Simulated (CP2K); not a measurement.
# TiO2 (P1) in CP2K: further runs

Runs on TiO2. Level: PBE. Tasks: single point.

Everything below comes from runs of CP2K 2026.2. Logs are shortened: lines on timing, memory, paths and dates and some standing lists are left out, and cuts for length are marked.

## (1) The cell of the first run

The typed cell holds 6 atoms: a = 5.666 Å, b = 5.414 Å, c = 5.837 Å, α = 138.86°, β = 141.70°, γ = 58.24°.

## (2) Single point, PBE (all atoms moved at random)

Contents of tio2_scf.inp:

```
&GLOBAL
  PROJECT tio2_scf
  RUN_TYPE ENERGY_FORCE
  PRINT_LEVEL LOW
&END GLOBAL
&FORCE_EVAL
  METHOD QS
  STRESS_TENSOR ANALYTICAL
  &DFT
    BASIS_SET_FILE_NAME BASIS_MOLOPT
    POTENTIAL_FILE_NAME GTH_POTENTIALS
    &MGRID
      CUTOFF 700
      REL_CUTOFF 60
      NGRIDS 4
    &END MGRID
    &QS
      METHOD GPW
      EPS_DEFAULT 1.0E-9
    &END QS
    &KPOINTS
      SCHEME MONKHORST-PACK 8 8 10
      GAMMA_CENTERED T
      SYMMETRY T
      SYMMETRY_BACKEND SPGLIB
    &END KPOINTS
    &SCF
      SCF_GUESS ATOMIC
      EPS_SCF 1.0E-6
      MAX_SCF 100
      ADDED_MOS 12
      CHOLESKY OFF
      EPS_EIGVAL 1.0E-7
      &DIAGONALIZATION ON
        ALGORITHM STANDARD
      &END DIAGONALIZATION
      &MIXING ON
        METHOD BROYDEN_MIXING
        ALPHA 0.4
        BETA 1.5
        NBUFFER 8
      &END MIXING
      &SMEAR ON
        METHOD FERMI_DIRAC
        ELECTRONIC_TEMPERATURE 580.23
      &END SMEAR
    &END SCF
    &XC
      &XC_FUNCTIONAL
        &GGA_X_PBE
        &END GGA_X_PBE
        &GGA_C_PBE
        &END GGA_C_PBE
      &END XC_FUNCTIONAL
    &END XC
    &PRINT
      &KPOINTS ON
      &END KPOINTS
      &MULLIKEN ON
      &END MULLIKEN
      &MO ON
        ENERGIES T
        OCCUPATION_NUMBERS T
        &EACH
          QS_SCF 0
        &END EACH
        ADD_LAST NUMERIC
      &END MO
      &LOWDIN ON
      &END LOWDIN
      &HIRSHFELD ON
        SHAPE_FUNCTION DENSITY
      &END HIRSHFELD
    &END PRINT
  &END DFT
  &SUBSYS
    &CELL
      A 5.6660531258 0.0000000000 0.0000000000
      B 2.8494830226 4.6034002116 0.0000000000
      C -4.5808105715 -2.3340565701 2.7632410627
      PERIODIC XYZ
    &END CELL
    &COORD
      SCALED
      Ti  0.9960554000 0.0023869400 0.0021383800
      Ti  0.7552211400 0.2470897700 0.5044815200
      O   0.2063180300 0.2053582500 0.9984017100
      O   0.9566782700 0.4558570100 0.4993892100
      O   0.5483816900 0.0448142500 0.5046716200
      O   0.7873454600 0.7944937900 0.9909175500
    &END COORD
    &KIND Ti
      BASIS_SET SZV-MOLOPT-SR-GTH-q12
      POTENTIAL GTH-PBE-q12
    &END KIND
    &KIND O
      BASIS_SET SZV-MOLOPT-SR-GTH-q6
      POTENTIAL GTH-PBE-q6
    &END KIND
    &PRINT
      &ATOMIC_COORDINATES ON
      &END ATOMIC_COORDINATES
      &CELL ON
      &END CELL
    &END PRINT
  &END SUBSYS
  &PRINT
    &FORCES ON
    &END FORCES
    &STRESS_TENSOR ON
    &END STRESS_TENSOR
  &END PRINT
&END FORCE_EVAL
```

Potentials or basis: GTH_POTENTIALS Ti GTH-PBE-q12, O GTH-PBE-q6; SZV-MOLOPT-SR-GTH basis.

The run is started by

```sh
$ OMP_NUM_THREADS=1 cp2k.psmp -i tio2_scf.inp -o tio2_scf.out
```

tio2_scf.out:

```text

 CP2K| version string:                                       CP2K version 2026.2
 CP2K| Input file name                                              tio2_scf.inp

 GLOBAL| Force Environment number                                              1
 GLOBAL| Basis set file name                                        BASIS_MOLOPT
 GLOBAL| Potential file name                                      GTH_POTENTIALS
 GLOBAL| MM Potential file name                                     MM_POTENTIAL
 GLOBAL| Coordinate file name                                      __STD_INPUT__
 GLOBAL| Method name                                                        CP2K
 GLOBAL| Project name                                                   tio2_scf
 GLOBAL| Run type                                                   ENERGY_FORCE
 GLOBAL| FFT library                                                       FFTW3
[... 8 lines left out ...]
 GLOBAL| CPU model name                                                  UNKNOWN

 CELL| Volume [angstrom^3]:                                            72.073921
 CELL| Vector a [angstrom]:       5.666     0.000     0.000   |a| =     5.666053
 CELL| Vector b [angstrom]:       2.849     4.603     0.000   |b| =     5.413949
 CELL| Vector c [angstrom]:      -4.581    -2.334     2.763   |c| =     5.836707
 CELL| Angle (b,c), alpha [degree]:                                   138.859224
 CELL| Angle (a,c), beta  [degree]:                                   141.704767
 CELL| Angle (a,b), gamma [degree]:                                    58.242688
 CELL| Numerically orthorhombic:                                              NO
 CELL| Periodicity                                                           XYZ

 CELL_REF| Volume [angstrom^3]:                                        72.073921
 CELL_REF| Vector a [angstrom     5.666     0.000     0.000   |a| =     5.666053
 CELL_REF| Vector b [angstrom     2.849     4.603     0.000   |b| =     5.413949
 CELL_REF| Vector c [angstrom    -4.581    -2.334     2.763   |c| =     5.836707
 CELL_REF| Angle (b,c), alpha [degree]:                               138.859224
 CELL_REF| Angle (a,c), beta  [degree]:                               141.704767
 CELL_REF| Angle (a,b), gamma [degree]:                                58.242688
 CELL_REF| Numerically orthorhombic:                                          NO
 CELL_REF| Periodicity                                                       XYZ
[... 10 lines left out ...]

  Total number of            - Atomic kinds:                                   2
                             - Atoms:                                          6
                             - Shell sets:                                     6
                             - Shells:                                        16
                             - Primitive Cartesian functions:                 32
                             - Cartesian basis functions:                     38
                             - Spherical basis functions:                     36

  Maximum angular momentum of- Orbital basis functions:                        2
                             - Local part of the GTH pseudopotential:          2
                             - Non-local part of the GTH pseudopotential:      3

 MODULE QUICKSTEP: ATOMIC COORDINATES IN ANGSTROM

   Atom Kind Element         X             Y             Z       Z(eff)     Mass
      1    1 Ti   22      5.640709      0.005997      0.005909  12.0000  47.8670
      2    1 Ti   22      2.672267     -0.040035      1.394004  12.0000  47.8670
      3    2 O     8     -2.819315     -1.384980      2.758825   6.0000  15.9994
      4    2 O     8      4.431939      0.932890      1.379933   6.0000  15.9994
      5    2 O     8      0.923052     -0.971634      1.394529   6.0000  15.9994
      6    2 O     8      2.185832      1.344515      2.738144   6.0000  15.9994

 SCF PARAMETERS         Density guess:                                    ATOMIC
[... 33 lines left out ...]
 MO|      3              -1.005967             -27.373753               2.000000
 MO|      4              -1.001668             -27.256759               2.000000
 MO|      5              -0.998636             -27.174263               2.000000
 MO|      6              -0.997358             -27.139497               2.000000
[... 574 lines left out ...]
 MO|     35               0.833021              22.667646               0.000000
 MO|     36               0.925104              25.173356               0.000000
 MO| Sum:                                                              48.000000
 MO| E(Fermi):            0.250172 a.u.          6.807524 eV

 [... the levels of further k-points ...]

 !-----------------------------------------------------------------------------!
                     Mulliken Population Analysis

 #  Atom  Element  Kind  Atomic population                           Net charge
       1     Ti       1         10.764588                              1.235412
       2     Ti       1         10.763908                              1.236092
       3     O        2          6.620220                             -0.620220
       4     O        2          6.618149                             -0.618149
       5     O        2          6.618841                             -0.618841
       6     O        2          6.614294                             -0.614294
 # Total charge                             48.000000                  0.000000

 !-----------------------------------------------------------------------------!

 !-----------------------------------------------------------------------------!
                           Hirshfeld Charges

  #Atom  Element  Kind  Ref Charge     Population                    Net charge
      1       Ti     1      12.000         11.406                         0.594
      2       Ti     1      12.000         11.404                         0.596
      3       O      2       6.000          6.301                        -0.301
      4       O      2       6.000          6.296                        -0.296
      5       O      2       6.000          6.299                        -0.299
      6       O      2       6.000          6.293                        -0.293

  Total Charge                                                           -0.000
 !-----------------------------------------------------------------------------!

 LOWDIN POPULATION ANALYSIS

 #  Atom  Element  Kind  Atomic population                           Net charge
       1     Ti       1         11.057378                              0.942622
       2     Ti       1         11.055298                              0.944702
       3     O        2          6.468266                             -0.468266
       4     O        2          6.482095                             -0.482095
       5     O        2          6.463546                             -0.463546
       6     O        2          6.473417                             -0.473417
 # Total charge                             48.000000                  0.000000

 ENERGY| Total FORCE_EVAL ( QS ) energy [hartree]           -180.727022943490084

 FORCES| Atomic forces [hartree/bohr]
 FORCES|   Atom     x               y               z               |f|
 FORCES|      1 -1.33522364E-02 -6.52435544E-03 -9.61003140E-04   1.48920434E-02
 FORCES|      2  1.70633347E-02  1.01852759E-02  3.84897488E-04   1.98757486E-02
 FORCES|      3  1.05067103E-02 -4.38579949E-03  5.47052558E-03   1.26314231E-02
 FORCES|      4 -7.02508235E-03  1.34330099E-02  1.75737828E-02   2.32085196E-02
 FORCES|      5 -1.24016067E-02  6.31919596E-03 -7.92826394E-03   1.60184099E-02
 FORCES|      6  5.21493044E-03 -1.90890664E-02 -1.44856665E-02   2.45239167E-02
 FORCES| Sum     6.05008033E-06 -6.17395032E-05  5.42722872E-05
 FORCES| Total atomic force                                       8.24248196E-05

 STRESS| Analytical stress tensor [bar]
 STRESS|                        x                   y                   z
 STRESS|      x       -4.90534436760E+04   4.65506372406E+04   1.33635929242E+05
 STRESS|      y        4.65506372406E+04   1.33839231180E+04  -1.05812841016E+04
 STRESS|      z        1.33635929242E+05  -1.05812841016E+04  -6.32327940353E+04
 STRESS| 1/3 Trace                                            -3.29674381978E+04
 STRESS| Determinant                                          -1.86637197468E+14

 STRESS| Eigenvectors and eigenvalues of the analytical stress tensor [bar]
 STRESS|                        1                   2                   3
 STRESS| Eigenvalues  -1.97534849062E+05   1.07512252637E+04   8.78813092053E+04
 STRESS|      x           0.688921219837     -0.138179620560      0.711543354491
 STRESS|      y          -0.187177655200      0.914450489794      0.358810294041
 STRESS|      z          -0.700251439307     -0.380377042128      0.604120209536
```

Wall time 56 s (1 thread of Arm Neoverse V2, shared host); peak memory 0.72 GiB.

Results:

```yaml
Free_energy: -4917.8324 eV
Pressure: -3.3 GPa
Largest_force: 1.261 eV/Å
Band_gap_on_the_k_mesh: 1.30 eV, indirect (least direct gap 1.56 eV)
Mulliken_charges: Ti +1.24; O -0.62, -0.61 e
Hirshfeld_charges: Ti +0.59, +0.60; O -0.30, -0.29 e
```

Forces in eV/Å, atoms in the order of the input:
```
Ti  -0.687 -0.335 -0.049
Ti   0.877  0.524  0.020
O    0.540 -0.226  0.281
O   -0.361  0.691  0.904
O   -0.638  0.325 -0.408
O    0.268 -0.982 -0.745
```

Stress tensor (GPa, compression positive):
```
-4.91  4.66 13.36
 4.66  1.34 -1.06
13.36 -1.06 -6.32
```

Levels at points of the mesh, in eV from the valence-band top:
```tsv
k point	band 22	band 23	band 24	band 25	band 26	band 27
(0.00, 0.00, 0.00)	-0.65	-0.29	-0.27	1.30	2.01	3.27
(0.00, 0.00, 0.50)	-2.02	-0.16	-0.05	2.19	2.54	3.27
(0.00, 0.50, 0.00)	-1.01	-0.98	-0.54	2.43	2.72	3.01
(0.00, 0.50, 0.50)	-0.82	-0.73	-0.29	2.38	2.87	3.04
(0.50, 0.00, 0.00)	-0.79	-0.71	-0.30	2.32	2.97	3.09
(0.50, 0.00, 0.50)	-1.08	-1.01	-0.66	2.47	2.57	2.95
(0.50, 0.50, 0.00)	-2.04	-0.20	0.00	2.22	2.75	3.24
(0.50, 0.50, 0.50)	-0.92	-0.14	-0.09	1.63	1.66	2.80
```

Caveat: a minimal basis gives rough bond lengths, pressures and levels; Mulliken charges move with the basis; the basis of atomic orbitals isn't converged, which shifts pressures, moduli and gaps; forces of over 1 eV/Å show positions far from the minimum, so gaps and moduli don't describe the material at rest. A k mesh can miss the band edges.

(Part 1 of 2 ends here.)
